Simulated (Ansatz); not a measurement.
# TiO2: the cost of one run

Method: DFT PBE, scalar-relativistic, plane waves, PAW, in Ansatz 0.2.0.

**1. The system as given**

It takes space group Pbcn (No. 60, orthorhombic). The conventional cell has a = 4.515 Å, b = 5.497 Å, c = 4.939 Å, α = 90.00°, β = 90.00°, γ = 90.00°. Around Ti (site symmetry 2) lie 6 O at 1.89 to 2.05 Å. Around O (site symmetry 1) lie 3 Ti at 1.89 to 2.05 Å.

Structure file:

```xyz
48
Lattice="-4.5150 5.4970 4.9390 4.5150 -5.4970 4.9390 4.5150 5.4970 -4.9390" Properties=species:S:1:pos:R:3 pbc="T T T"
Ti    0.0000    0.9400    1.2348
Ti    0.0000    0.9400    6.1738
Ti    0.0000    6.4370    1.2347
Ti    4.5150    0.9400    1.2347
Ti    2.2575    1.8085   -1.2347
Ti    2.2575    1.8085    3.7043
Ti    2.2575    7.3055   -1.2347
Ti    6.7725    1.8085   -1.2347
Ti    0.0000    4.5570    3.7043
Ti    4.5150   -0.9400    3.7043
Ti    4.5150    4.5570   -1.2347
Ti    4.5150    4.5570    3.7043
Ti   -2.2575    3.6885    6.1738
Ti    2.2575   -1.8085    6.1738
Ti    2.2575    3.6885    1.2347
Ti    2.2575    3.6885    6.1738
O     1.2913    2.0669    2.0349
O     1.2913    2.0669    6.9739
O     1.2913    7.5639    2.0349
O     5.8063    2.0669    2.0349
O     0.9662    0.6816   -0.4346
O     0.9662    0.6816    4.5044
O     0.9662    6.1786   -0.4346
O     5.4812    0.6816   -0.4346
O    -0.9662    6.1786    2.9041
O     3.5488    0.6816    2.9041
O     3.5488    6.1786   -2.0349
O     3.5488    6.1786    2.9041
O    -1.2913    2.0669    5.3736
O     3.2237   -3.4301    5.3736
O     3.2237    2.0669    0.4346
O     3.2237    2.0669    5.3736
O    -1.2913    3.4301    2.9041
O     3.2237   -2.0669    2.9041
O     3.2237    3.4301   -2.0349
O     3.2237    3.4301    2.9041
O    -0.9662    4.8154    5.3736
O     3.5488   -0.6816    5.3736
O     3.5488    4.8154    0.4346
O     3.5488    4.8154    5.3736
O     0.9662   -0.6816    2.0349
O     0.9662   -0.6816    6.9739
O     0.9662    4.8154    2.0349
O     5.4812   -0.6816    2.0349
O     1.2913    3.4301   -0.4346
O     1.2913    3.4301    4.5044
O     1.2913    8.9271   -0.4346
O     5.8063    3.4301   -0.4346
```

The runs take a perfect supercell of 48 atoms; the defect goes to fractional position (0.394, 0.349, 0.331).

**2. The perfect supercell**

Contents of input.yaml:

```yaml
crystal:
  lattice:
    - [-4.515, 5.497, 4.939]
    - [4.515, -5.497, 4.939]
    - [4.515, 5.497, -4.939]
  atoms:
    - { symbol: Ti, position: [0.2105, 0.125, 0.0855] }
    - { symbol: Ti, position: [0.7105, 0.625, 0.0855] }
    - { symbol: Ti, position: [0.7105, 0.125, 0.5855] }
    - { symbol: Ti, position: [0.2105, 0.625, 0.5855] }
    - { symbol: Ti, position: [0.0395, 0.125, 0.4145] }
    - { symbol: Ti, position: [0.5395, 0.625, 0.4145] }
    - { symbol: Ti, position: [0.5395, 0.125, 0.9145] }
    - { symbol: Ti, position: [0.0395, 0.625, 0.9145] }
    - { symbol: Ti, position: [0.7895, 0.375, 0.4145] }
    - { symbol: Ti, position: [0.2895, 0.875, 0.4145] }
    - { symbol: Ti, position: [0.2895, 0.375, 0.9145] }
    - { symbol: Ti, position: [0.7895, 0.875, 0.9145] }
    - { symbol: Ti, position: [0.9605, 0.375, 0.0855] }
    - { symbol: Ti, position: [0.4605, 0.875, 0.0855] }
    - { symbol: Ti, position: [0.4605, 0.375, 0.5855] }
    - { symbol: Ti, position: [0.9605, 0.875, 0.5855] }
    - { symbol: O, position: [0.394, 0.349, 0.331] }
    - { symbol: O, position: [0.894, 0.849, 0.331] }
    - { symbol: O, position: [0.894, 0.349, 0.831] }
    - { symbol: O, position: [0.394, 0.849, 0.831] }
    - { symbol: O, position: [0.018, 0.063, 0.169] }
    - { symbol: O, position: [0.518, 0.563, 0.169] }
    - { symbol: O, position: [0.518, 0.063, 0.669] }
    - { symbol: O, position: [0.018, 0.563, 0.669] }
    - { symbol: O, position: [0.856, 0.187, 0.455] }
    - { symbol: O, position: [0.356, 0.687, 0.455] }
    - { symbol: O, position: [0.356, 0.187, 0.955] }
    - { symbol: O, position: [0.856, 0.687, 0.955] }
    - { symbol: O, position: [0.732, 0.401, 0.045] }
    - { symbol: O, position: [0.232, 0.901, 0.045] }
    - { symbol: O, position: [0.232, 0.401, 0.545] }
    - { symbol: O, position: [0.732, 0.901, 0.545] }
    - { symbol: O, position: [0.606, 0.151, 0.169] }
    - { symbol: O, position: [0.106, 0.651, 0.169] }
    - { symbol: O, position: [0.106, 0.151, 0.669] }
    - { symbol: O, position: [0.606, 0.651, 0.669] }
    - { symbol: O, position: [0.982, 0.437, 0.331] }
    - { symbol: O, position: [0.482, 0.937, 0.331] }
    - { symbol: O, position: [0.482, 0.437, 0.831] }
    - { symbol: O, position: [0.982, 0.937, 0.831] }
    - { symbol: O, position: [0.144, 0.313, 0.045] }
    - { symbol: O, position: [0.644, 0.813, 0.045] }
    - { symbol: O, position: [0.644, 0.313, 0.545] }
    - { symbol: O, position: [0.144, 0.813, 0.545] }
    - { symbol: O, position: [0.268, 0.099, 0.455] }
    - { symbol: O, position: [0.768, 0.599, 0.455] }
    - { symbol: O, position: [0.768, 0.099, 0.955] }
    - { symbol: O, position: [0.268, 0.599, 0.955] }
basis:
  ecutwfc: 420
  fft_grid_basis: typed
kpoints:
  mp_grid: { grid: [2, 2, 2] }
hamiltonian:
  xc: pbe
  pseudopotentials: { kind: paw }
scf:
  occupations: { method: gaussian, width: 0.05 }
output:
  forces: true
  stress: false
  eigenvalues: true
  bader: false
  write_density: true
  volumetric_format: npy
```

On the command line:

```bash
$ ansatz run input.yaml --threads 4 --pin off --max-ram 10240MiB --backend cpu --events-out ev --progress --plain --runs-dir out
```

**Question.** How long does this run take on 4 threads of Intel Xeon Platinum 8259CL at 2.50GHz (Skylake/Cascade Lake), shared host, and how much memory does it need?

About 8.1 s, with a peak of 2.7 GiB.
